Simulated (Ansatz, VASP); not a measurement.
# Mg in VASP and in Ansatz

```
Mg
1.0
     2.99920    0.00000    0.00000
    -1.49960    2.59738    0.00000
     0.00000    0.00000    4.85477
Mg
2
Direct
  0.33333 0.66667 0.25000
  0.66667 0.33333 0.75000
```

Alike in both runs: functional PBEsol; k mesh 18 × 18 × 10; occupations gaussian, width 0.05 eV; no spin polarisation.

Ansatz relaxed the structure, and its values are those at the end. VASP's run is a single point on that final structure, the one shown.

|  | VASP | Ansatz |
| --- | --- | --- |
| version | VASP 6.6.1 | Ansatz 0.2.0 |
| potentials or method | VASP PAW PBE potentials, release 64 (Mg) | scalar-relativistic, plane waves, PAW |
| plane-wave cutoff (eV) | 520 | 420 |
| valence electrons in the cell | 4 | 20 |

```csv
,VASP,Ansatz,Ansatz less VASP
gap on the k mesh at the Fermi level (eV),none,none,-
pressure (GPa),9.2,9.2,-0.07
```

A gap of «none» marks a metal or a gap that the smearing closes. The two sets of potentials don't hold the same shells in valence.

Caveats: the PAW data sets were made with another functional, which shifts forces and pressure a little (VASP).
